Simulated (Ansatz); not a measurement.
The system is SrO.

```xyz
2
Lattice="0.0000 2.5663 2.5663 2.5663 0.0000 2.5663 2.5663 2.5663 0.0000" Properties=species:S:1:pos:R:3 pbc="T T T"
Sr    2.5663    2.5663    2.5663
O     0.0000    0.0000    0.0000
```

```yaml
Program: Ansatz 0.2.0
Task: relaxation of cell and atoms
Functional: PBE
Potentials_or_basis: all-electron LAPW, scalar-relativistic
Basis_error_allowed: 0.001 eV/atom
k_mesh: 9 × 9 × 9
Occupations: fermi-dirac, width 0.05 eV
Spin: no spin polarisation
```

At the start: volume 16.90 Å³/atom.

**Question.** How do energy, volume and symmetry change on relaxing?

**Answer.** Over 5 steps the energy falls by 6.3 meV/atom and the volume is 17.52 Å³/atom (+3.7 %); space group Fm-3m (No. 225, to 0.05 Å).

Step by step:
```tsv
step	energy change (eV)	largest force (eV/Å)	volume (Å³)
1	0.0000	0.0000	33.80
2	-0.0034	0.0000	36.18
3	-0.0125	0.0000	35.12
4	-0.0125	0.0000	35.05
5	-0.0125	0.0000	35.05
```

Final structure:
```
Sr O
1.0
     0.00000    2.59739    2.59739
     2.59739    0.00000    2.59739
     2.59739    2.59739    0.00000
Sr O
1 1
Direct
  0.50000 0.50000 0.50000
  0.00000 0.00000 0.00000
```
